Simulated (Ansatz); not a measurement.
Here is an Ansatz 0.2.0 calculation.

input.yaml

```yaml
crystal:
  lattice:
    - [0.0, 2.3712425216, 2.3712425216]
    - [2.3712425216, 0.0, 2.3712425216]
    - [2.3712425216, 2.3712425216, 0.0]
  atoms:
    - { symbol: Sb, position: [0.0, 0.0, 0.0] }
hamiltonian:
  xc: pbe
  pseudopotentials: { kind: paw }
kpoints:
  mp_grid: { grid: [10, 10, 10] }
scf:
  occupations: { method: gaussian, width: 0.011 }
output:
  forces: true
  stress: true
  eigenvalues: true
```

Potentials or basis: Ansatz PAW.

Launch:

```bash
$ ansatz run input.yaml --threads 2 --pin off --max-ram 5632MiB --backend cpu --events-out ev --progress --plain --runs-dir out
```

Question: Estimate the band gap on the k mesh.

Answer: None (metal or under the smearing width).

Question: What does it give for the pressure?

Answer: 2.0 GPa.

Spin-orbit coupling is left out, which matters for the levels of Sb.
